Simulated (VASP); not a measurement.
# Al (Fm-3m) in VASP: notebook

One crystal, Al, is run at these levels: LAK, optB86b-vdW, PW91; tasks: band structure, core levels.

Everything below comes from runs of VASP 6.6.1. Logs are shortened: lines on timing, memory, paths and dates and some standing lists are left out, and cuts for length are marked.

## Step 1: The structure

It takes space group Fm-3m (No. 225, cubic). The conventional cell has a = 4.050 Å, b = 4.050 Å, c = 4.050 Å, α = 90.00°, β = 90.00°, γ = 90.00°. Around Al (site symmetry m-3m) lie 12 Al at 2.86 Å.

## Step 2: Band structure, LAK

INCAR

```
PREC = Accurate
ENCUT = 520
EDIFF = 1E-7
ISMEAR = -1
SIGMA = 0.05
LREAL = F
LASPH = T
NELM = 60
ALGO = Normal
ISIF = 2
LWAVE = F
LCHARG = F
METAGGA = LAK
LMIXTAU = T
```

KPOINTS

```
regular mesh
0
Gamma
  11 11 11
```

POSCAR

```
Al
1.0
    0.0000000000      2.0248050000      2.0248050000
    2.0248050000      0.0000000000      2.0248050000
    2.0248050000      2.0248050000      0.0000000000
Al
1
Direct
    0.0000000000      0.0000000000      0.0000000000
```

KPOINTS_OPT

```
path GXWKGLUWLK,UX
20
line-mode
reciprocal
 0.0000000000  0.0000000000  0.0000000000  G
 0.5000000000  0.0000000000  0.5000000000  X

 0.5000000000  0.0000000000  0.5000000000  X
 0.5000000000  0.2500000000  0.7500000000  W

 0.5000000000  0.2500000000  0.7500000000  W
 0.3750000000  0.3750000000  0.7500000000  K

 0.3750000000  0.3750000000  0.7500000000  K
 0.0000000000  0.0000000000  0.0000000000  G

 0.0000000000  0.0000000000  0.0000000000  G
 0.5000000000  0.5000000000  0.5000000000  L

 0.5000000000  0.5000000000  0.5000000000  L
 0.6250000000  0.2500000000  0.6250000000  U

 0.6250000000  0.2500000000  0.6250000000  U
 0.5000000000  0.2500000000  0.7500000000  W

 0.5000000000  0.2500000000  0.7500000000  W
 0.5000000000  0.5000000000  0.5000000000  L

 0.5000000000  0.5000000000  0.5000000000  L
 0.3750000000  0.3750000000  0.7500000000  K

 0.6250000000  0.2500000000  0.6250000000  U
 0.5000000000  0.0000000000  0.5000000000  X
```

Potentials or basis: VASP PAW PBE potentials, release 64 (Al).

Started as:

```bash
$ cat potpaw_PBE.64/Al/POTCAR > POTCAR
$ mpirun -np 1 vasp_std > vasp.out
```

OUTCAR:

```text
PREC = Accurate
   ENCUT = 520
   EDIFF = 1E-7
   ISMEAR = -1
   LREAL = F
   LASPH = T
   NELM = 60
   ISIF = 2
   METAGGA = LAK

 ion  position               nearest neighbor table
   1  0.000  0.000  0.000-

  LATTYP: Found a face centered cubic cell.
 ALAT       =     4.0496100000

  Lattice vectors:

 A1 = (   0.0000000000,   2.0248050000,   2.0248050000)
 A2 = (   2.0248050000,   0.0000000000,   2.0248050000)
 A3 = (   2.0248050000,   2.0248050000,   0.0000000000)

Analysis of symmetry for initial positions (statically):
=====================================================================
 Subroutine PRICEL returns:
 Original cell was already a primitive cell.

 Routine SETGRP: Setting up the symmetry group for a
 face centered cubic supercell.

 Subroutine GETGRP returns: Found 48 space group operations
 (whereof 48 operations were pure point group operations)
 out of a pool of 48 trial point group operations.

The static configuration has the point symmetry O_h .

Analysis of symmetry for dynamics (positions and initial velocities):
=====================================================================
 Subroutine PRICEL returns:
 Original cell was already a primitive cell.

 Routine SETGRP: Setting up the symmetry group for a
 face centered cubic supercell.

 Subroutine GETGRP returns: Found 48 space group operations
 (whereof 48 operations were pure point group operations)
 out of a pool of 48 trial point group operations.

The dynamic configuration has the point symmetry O_h .

 Subroutine INISYM returns: Found 48 space group operations
 (whereof 48 operations are pure point group operations),
 and found     1 'primitive' translations

----------------------------------------------------------------------------------------

                                     Primitive cell

  volume of cell :      16.6027

  direct lattice vectors                    reciprocal lattice vectors
     0.000000000  2.024805000  2.024805000    -0.246937359  0.246937359  0.246937359
     2.024805000  0.000000000  2.024805000     0.246937359 -0.246937359  0.246937359
     2.024805000  2.024805000  0.000000000     0.246937359  0.246937359 -0.246937359

  length of vectors
     2.863506692  2.863506692  2.863506692     0.427708053  0.427708053  0.427708053

  position of ions in fractional coordinates (direct lattice)
     0.000000000  0.000000000  0.000000000

  ion indices of the primitive-cell ions
   primitive index   ion index
                 1           1

----------------------------------------------------------------------------------------

 KPOINTS: regular mesh

Automatic generation of k-mesh.
 Grid dimensions read from file:
 generate k-points for:   11   11   11

 Generating k-lattice:

  Cartesian coordinates                     Fractional coordinates (reciprocal lattice)
    -0.022448851  0.022448851  0.022448851     0.090909091  0.000000000  0.000000000
     0.022448851 -0.022448851  0.022448851     0.000000000  0.090909091  0.000000000
     0.022448851  0.022448851 -0.022448851     0.000000000  0.000000000  0.090909091

  Length of vectors
     0.038882550  0.038882550  0.038882550

  Shift w.r.t. Gamma in fractional coordinates (k-lattice)
     0.000000000  0.000000000  0.000000000

 Subroutine IBZKPT returns following result:
 ===========================================

 Found     56 irreducible k-points:

 Following reciprocal coordinates:
            Coordinates               Weight
  0.000000  0.000000  0.000000      1.000000
  0.090909  0.000000  0.000000      8.000000
  0.181818  0.000000  0.000000      8.000000
  0.272727  0.000000  0.000000      8.000000
  0.363636  0.000000  0.000000      8.000000
  0.454545  0.000000  0.000000      8.000000
[... 16 lines left out ...]
 -0.272727  0.181818  0.000000     24.000000
 -0.181818  0.181818  0.000000     12.000000
 [... further k-points ...]
   k-points           NKPTS =     56   k-points in BZ     NKDIM =     56   number of bands    NBANDS=      5
   number of dos      NEDOS =    301   number of ions     NIONS =      1
   total plane-waves  NPLWV =  13824
   dimension x,y,z NGX =    24 NGY =   24 NGZ =   24
   dimension x,y,z NGXF=    48 NGYF=   48 NGZF=   48
   ions per type =               1
   NGX,Y,Z   is equivalent  to a cutoff of  13.93, 13.93, 13.93 a.u.
   NGXF,Y,Z  is equivalent  to a cutoff of  27.87, 27.87, 27.87 a.u.
 SYSTEM =  unknown system
   PREC   = accura    normal or accurate (medium, high low for compatibility)
   ISTART =      0    job   : 0-new  1-cont  2-samecut
   ICHARG =      2    charge: 1-file 2-atom 10-const
   ISPIN  =      1    spin polarized calculation?
   LNONCOLLINEAR =      F non collinear calculations
   LSORBIT =      F    spin-orbit coupling
   LASPH  =      T    aspherical Exc in radial PAW
   ENCUT  =  520.0 eV  38.22 Ry    6.18 a.u.   5.32  5.32  5.32*2*pi/ulx,y,z
   NELM   =     60;   NELMIN=  2; NELMDL= -5     # of ELM steps
   EDIFF  = 0.1E-06   stopping-criterion for ELM
   LREAL  =      F    real-space projection
   EDIFFG = 0.1E-05   stopping-criterion for IOM
   NSW    =      0    number of steps for IOM
   IBRION =     -1    ionic relax: 0-MD 1-quasi-New 2-CG
   NFREE  =      0    steps in history (QN), initial steepest desc. (CG)
   ISIF   =      2    stress and relaxation
   ISYM   =      2    0-nonsym 1-usesym 2-fastsym
   POTIM  = 0.5000    time-step for ionic-motion
   TEBEG  =    0.0;   TEEND  =   0.0 temperature during run
   PSTRESS=    0.0 pullay stress
   NELECT =       3.0000    total number of electrons
   NUPDOWN=      -1.0000    fix difference up-down
   EMIN   =  10.00;   EMAX   =-10.00  energy-range for DOS
   EFERMI =   0.00;   METHOD = LEGACY
   ISMEAR =    -1;   SIGMA  =   0.05  broadening in eV -4-tet -1-fermi 0-gaus
   EFERMI_NEDOS =   21; number of points for ismear=-14 and -15
   IALGO  =     38    algorithm
   IMIX   =      4    mixing-type and parameters
     AMIX     =   0.40;   BMIX     =  1.00
     AMIX_MAG =   1.60;   BMIX_MAG =  1.00
  volume/ion in A,a.u.               =      16.60       112.04
  Fermi-wavevector in a.u.,A,eV,Ry     =   0.925526  1.748991 11.654733  0.856599
  Thomas-Fermi vector in A             =   2.051390
   LORBIT       =      0    0 simple, 1 ext, 2 COOP (PROOUT), +10 PAW based schemes
   METAGGA = LAK    functional components
   LHFCALC =     F    Hartree Fock is set to
   AEXX    =    0.0000 exact exchange contribution
   IVDW    =     0    specifies the selected vdW correction
   LEPSILON=     F    determine dielectric tensor
   LRPA    =     F    only Hartree local field effects (RPA)
 non-spin polarized calculation
  energy-cutoff  :      520.00
  volume of cell :       16.60
 maximum number of plane-waves:       459
 NGX is ok and might be reduce to    24
   NGX = 11   NGY = 11   NGZ = 11

 number of electron       3.0000000 magnetization

 Free energy of the ion-electron system (eV)
  ---------------------------------------------------
  ext. energy  EPLUGINS =         0.00000000
  ---------------------------------------------------
  free energy    TOTEN  =        -2.85195304 eV

  energy without entropy =       -2.84824603  energy(sigma->0) =       -2.85009954

 E-fermi :   7.9915     XC(G=0): -10.9696

 val. band max:        7.9196116847   @ k =  -0.4545   0.3636   0.0000
 cond. band min:       8.0338618355   @ k =   0.4545   0.1818   0.0909
 fundamental gap:      0.1142501508
 Fermi energy:         7.9914735335

 k-point     1 :       0.0000    0.0000    0.0000
  band No.  band energies     occupation
      1      -4.0042      2.00000
      2      21.4965      0.00000
      3      21.4965      0.00000
      4      21.4965      0.00000
      5      23.4609      0.00000

 k-point     2 :       0.0909    0.0000    0.0000
  band No.  band energies     occupation
      1      -3.7621      2.00000
      2      18.4304      0.00000
      3      20.8971      0.00000
      4      20.8971      0.00000
      5      23.9893      0.00000

 k-point     3 :       0.1818    0.0000    0.0000
  band No.  band energies     occupation
      1      -3.0385      2.00000
      2      14.5051      0.00000
      3      20.1510      0.00000
      4      20.1510      0.00000
      5      23.6846      0.00000

 k-point     4 :       0.2727    0.0000    0.0000
  band No.  band energies     occupation
      1      -1.8403      2.00000
      2      10.8114      0.00000
      3      19.7245      0.00000
      4      19.7245      0.00000
      5      23.4353      0.00000

 k-point     5 :       0.3636    0.0000    0.0000
  band No.  band energies     occupation
      1      -0.1797      2.00000
      2       7.4642      1.99995
      3      19.6774      0.00000
      4      19.6774      0.00000
      5      21.9735      0.00000

 k-point     6 :       0.4545    0.0000    0.0000
  band No.  band energies     occupation
      1       1.9171      2.00000
      2       4.5195      2.00000
      3      20.0102      0.00000
      4      20.0103      0.00000
      5      20.8366      0.00000

 k-point     7 :       0.0909    0.0909    0.0000
  band No.  band energies     occupation
      1      -3.6816      2.00000
      2      19.5780      0.00000
      3      19.5780      0.00000
      4      19.7096      0.00000
      5      22.7454      0.00000

 k-point     8 :       0.1818    0.0909    0.0000
  band No.  band energies     occupation
      1      -3.1187      2.00000
      2      15.9204      0.00000
      3      18.5963      0.00000
      4      19.9524      0.00000
      5      23.1377      0.00000

 k-point     9 :       0.2727    0.0909    0.0000
  band No.  band energies     occupation
      1      -2.0792      2.00000
      2      12.1793      0.00000
      3      18.0041      0.00000
      4      19.6038      0.00000
      5      21.1247      0.00000
[... 73 lines left out ...]
 k-point    19 :       0.3636    0.1818    0.0000
  band No.  band energies     occupation
      1      -0.4950      2.00000
      2      10.3940      0.00000
      3      16.2656      0.00000
      4      16.3660      0.00000
      5      18.1584      0.00000

 k-point    20 :       0.4545    0.1818    0.0000
  band No.  band energies     occupation
      1       1.3031      2.00000
      2       7.2200      2.00000
      3      14.7817      0.00000
      4      16.4422      0.00000
      5      18.3153      0.00000

 k-point    21 :      -0.4545    0.1818    0.0000
  band No.  band energies     occupation
      1       3.4786      2.00000
      2       4.4858      2.00000
      3      13.7107      0.00000
      4      16.9302      0.00000
      5      18.8784      0.00000

 k-point    22 :      -0.3636    0.1818    0.0000
  band No.  band energies     occupation
      1       2.0001      2.00000
      2       6.2296      2.00000
      3      13.0843      0.00000
      4      17.8315      0.00000
      5      19.8673      0.00000

 k-point    23 :      -0.2727    0.1818    0.0000
  band No.  band energies     occupation
      1       0.0558      2.00000
      2       9.2182      0.00000
      3      12.9562      0.00000
      4      19.1453      0.00000
      5      21.2631      0.00000

 k-point    24 :      -0.1818    0.1818    0.0000
  band No.  band energies     occupation
      1      -1.4432      2.00000
      2      12.0649      0.00000
      3      13.7848      0.00000
      4      20.8622      0.00000
      5      23.0058      0.00000

 [... further k-points ...]

------------------------ aborting loop because EDIFF is reached ----------------------------------------

  FORCE on cell =-STRESS in cart. coord.  units (eV):
  Direction    XX          YY          ZZ          XY          YZ          ZX
  --------------------------------------------------------------------------------------
  -------------------------------------------------------------------------------------
  Total       -0.4149428     -0.4149428     -0.4149428     -0.0000000      0.0000000     -0.0000000
  in kB      -40.0423164    -40.0423164    -40.0423164     -0.0000000      0.0000000     -0.0000000
  external PRESSURE =     -40.0423164 kB  Pullay stress =       0.0000000 kB

 VOLUME and BASIS-vectors are now :
 -----------------------------------------------------------------------------
  energy-cutoff  :      520.00
  volume of cell :       16.60
      direct lattice vectors                 reciprocal lattice vectors
     0.000000000  2.024805000  2.024805000    -0.246937359  0.246937359  0.246937359
     2.024805000  0.000000000  2.024805000     0.246937359 -0.246937359  0.246937359
     2.024805000  2.024805000  0.000000000     0.246937359  0.246937359 -0.246937359

 POSITION                                       TOTAL-FORCE (eV/Angst)
 -----------------------------------------------------------------------------------
      0.00000      0.00000      0.00000        -0.000000     -0.000000     -0.000000
 -----------------------------------------------------------------------------------
    total drift:                               -0.000000     -0.000000     -0.000000

  FREE ENERGIE OF THE ION-ELECTRON SYSTEM (eV)
  ---------------------------------------------------
  free  energy   TOTEN  =        -2.8519530428 eV

  energy  without entropy=       -2.8482460293  energy(sigma->0) =       -2.85009954
```

It took 58 s on 1 thread of Intel Xeon Platinum 8375C at 2.90GHz (Ice Lake), shared host; peak memory 0.13 GiB.

Results:

- Free energy: -2.8520 eV
- Pressure: -4.0 GPa
- Band gap along the path: none (metal or under the smearing width)

Levels at the corners of the path, in eV from the Fermi level:
```
point  band 1  band 2  band 3  band 4  band 5
    Γ  -12.00   13.50   13.50   13.50   15.47
    X   -3.21   -1.66    5.49    6.11    6.11
    X   -3.21   -1.66    5.49    6.11    6.11
    W   -0.97   -0.97    0.00    1.62   17.00
    W   -0.97   -0.97    0.00    1.62   17.00
    K   -2.09   -1.57   -0.24    7.16    8.90
    K   -2.09   -1.57   -0.24    7.16    8.90
    Γ  -12.00   13.50   13.50   13.50   15.47
    Γ  -12.00   13.50   13.50   13.50   15.47
    L   -5.09   -4.56   12.22   12.22   12.55
    L   -5.09   -4.56   12.22   12.22   12.55
    U   -2.09   -1.57   -0.24    7.16    8.90
    U   -2.09   -1.57   -0.24    7.16    8.90
    W   -0.97   -0.97    0.00    1.62   17.00
    W   -0.97   -0.97    0.00    1.62   17.00
    L   -5.09   -4.56   12.22   12.22   12.55
    L   -5.09   -4.56   12.22   12.22   12.55
    K   -2.09   -1.57   -0.24    7.16    8.90
    U   -2.09   -1.57   -0.24    7.16    8.90
    X   -3.21   -1.66    5.49    6.11    6.11
```

Caveat: the PAW data sets were made with another functional, which shifts forces and pressure a little.

(Continued in part 2 of 2.)
